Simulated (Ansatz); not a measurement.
hcp against bcc along groups 8 to 10

Theory: DFT, BLYP, plane waves (420 eV) with PAW, scalar-relativistic in Ansatz 0.2.0. The PAW files were generated under PBE, with cores re-solved for the functional.

Each structure is relaxed within its symmetry, in the lowest magnetic state of the tried starts. Differences under about 8 meV lie within the error of the k-point mesh.

```tsv
element	E(hcp) − E(bcc) (meV/atom)	V(hcp) (Å³/atom)	V(bcc) (Å³/atom)	state of hcp	state of bcc
Fe	117	10.63	11.88	spin not included	ferromagnetic
Ru	-584	14.43	14.96	spin not included	spin not included
Os	-828	14.91	15.48	spin not included	spin not included
Co	-85	11.34	11.62	ferromagnetic	ferromagnetic
Rh	-270	14.91	15.32	spin not included	spin not included
Ir	-495	15.34	15.88	spin not included	spin not included
Ni	-61	11.48	11.55	ferromagnetic	ferromagnetic
Pd	-9	16.46	16.45	spin not included	non-magnetic
Pt	-25	16.78	16.86	spin not included	spin not included
```
